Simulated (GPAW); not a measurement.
CdS (Hawleyite):

```
CELL_PARAMETERS angstrom
0.00000 2.91650 2.91650
2.91650 0.00000 2.91650
2.91650 2.91650 0.00000
ATOMIC_POSITIONS crystal
Cd 0.00000 0.00000 0.00000
S 0.75000 0.75000 0.75000
```

Base run:

| Item | Value |
| --- | --- |
| Program | GPAW 26.7.0 |
| Functional | PBEsol |
| Potentials or basis | PAW data sets generated in the run's folder for this functional |
| Cutoff | 600 eV |
| Basis | pw |
| k mesh | 8 × 8 × 8 |
| Occupations | fermi-dirac, width 0.05 eV |
| Spin | no spin polarisation |

Its results: band gap on the k mesh 0.98 eV, direct; pressure -0.5 GPa.

**Question.** The run is repeated on the same cell with these changes: functional from PBEsol to BLYP; band points from 80 to 60. What comes out?

**Answer.** Band gap on the k mesh 1.08 eV, direct; pressure 5.9 GPa.
